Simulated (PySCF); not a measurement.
Electrostatic solvation of a mixed set.

Computed with PySCF at CAM-B3LYP/def2-SVPD, non-relativistic, each on one gas-phase PBE0-D3(BJ)/def2-SVP geometry that isn't relaxed in the solvent. The solvent is an IEF-PCM continuum (cavity from Bondi-type radii × 1.2). The model holds no explicit solvent molecules, cavitation or dispersion. Spin–orbit coupling is left out although an atom past zinc is present.

Question: Order them by E(solvent) − E(gas) in chloroform (ε = 4.711), most negative first (kcal/mol).
A. `[O:1]=[C:2]1[O:3][CH2:4][C@@H:5]1[CH2:6][Cl:7]` with C4–C5–C6–Cl7 72°
B. diethylzinc, `C[CH2][Zn][CH2]C`
C. `[CH:1]#[C:2][GeH2:3][CH2:4][F:5]` with C2–Ge3–C4–F5 179°
D. `[CH3:1][CH2:2][O:3][GeH2:4][GeH3:5]` with C1–C2–O3–Ge4 69°, C2–O3–Ge4–Ge5 38°

Answer: A (-6.4), B (-4.3), C (-3.0), D (-1.9).

```tsv
SMILES	charge	ΔE (kcal/mol)	polarisation term (kcal/mol)	HOMO shift (eV)	dipole gas (D)	dipole solvent (D)	atoms	lowest singlet, gas (eV)	lowest singlet, solvent (eV)
O=C1OC[C@@H]1CCl	0	-6.4	-7.2	+0.02	2.53	2.97	12	5.89	6.01
C[CH2][Zn][CH2]C	0	-4.3	-5.0	+0.30	0.05	0.07	15	5.19	5.37
C#[C][GeH2][CH2]F	0	-3.0	-3.2	+0.06	1.72	1.98	10	6.09	6.15
CC[O][GeH2][GeH3]	0	-1.9	-2.1	+0.05	1.22	1.59	15	6.32	6.37
```

The polarisation term is half the interaction of the solute with the induced surface charges. Singlets are vertical TDDFT energies (frozen core, non-equilibrium response), the lowest in each medium.
